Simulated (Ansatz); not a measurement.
Runs of Ansatz 0.2.0 on V. It takes space group P6_3/mmc (No. 194, hexagonal). The conventional cell has a = 2.604 Å, b = 2.604 Å, c = 4.723 Å, α = 90.00°, β = 90.00°, γ = 120.00°. V (site symmetry -6m2) has 12 V at 2.60 to 2.80 Å as nearest neighbours. This isn't the form of V at room conditions, which is bcc.

```tsv
level	gap on the mesh (eV)	pressure (GPa)	moment (μB)	relaxed volume (Å³/atom)
PBE	none	0.0	0.00	(a)
PBE+D3(BJ)	none	0.0	0.00	13.21
PBE+D3(BJ)-ATM	none	0.0	0.00	13.33
PBE+D4	none	0.0	0.00	13.55
```

Alike in all rows: task relaxation of cell and atoms; potentials or basis Ansatz PAW; spin collinear, ferromagnetic start; cell relaxed; k mesh 12 × 12 × 6; cutoff (eV) 420; smearing fermi-dirac 0.05 eV.

Q: Fill in the values left out.

A: (a) 13.83.

Caveats: the plane-wave basis is chosen anew once the cell has moved, so the energies of steps on either side of that aren't comparable; the starting moments weren't kept; pairwise dispersion overbinds metals, which lowers pressure and volume (some runs).

A gap of «none» marks a metal or a gap under the smearing width.
